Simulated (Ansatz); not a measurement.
Runs of Ansatz 0.2.0 on Rh. It takes space group P6_3/mmc (No. 194, hexagonal). Conventional cell: a = 2.692 Å, b = 2.692 Å, c = 8.798 Å, α = 90.00°, β = 90.00°, γ = 120.00°. Rh (site symmetry -6m2) is surrounded by 12 Rh at 2.69 Å. Rh (site symmetry -3m) is surrounded by 12 Rh at 2.69 Å. This isn't the form of Rh at room conditions, which is fcc.

```tsv
level	cutoff (eV)	gap on the mesh (eV)	pressure (GPa)
HSE06	420	none	-5.7
r2SCAN	500	none	-0.6
PBE0	420	none	-5.7
PBEsol	420	none	-5.0
r2SCAN0	500	none	(a)
LDA	420	none	-11.1
```

Alike in all rows: task projected density of states; potentials or basis Ansatz PAW; no spin polarisation; cell as given; k mesh 6 × 6 × 2; smearing fermi-dirac 0.05 eV; the mesh is coarse, so values aren't converged.

Problem. Fill in the values left out.

Solution. (a) -9.4.

Caveats: all runs use coarse meshes; the PAW data sets come from PBE, with cores solved anew for the run's functional, which leaves a small shift of forces and pressure; the density of states is complete only up to the lowest level of the last band computed; the thresholds are loose for stress (some runs).

A k mesh can miss the band edges, and the runs leave out spin-orbit coupling on Rh.

A gap of «none» marks a metal or a gap under the smearing width.
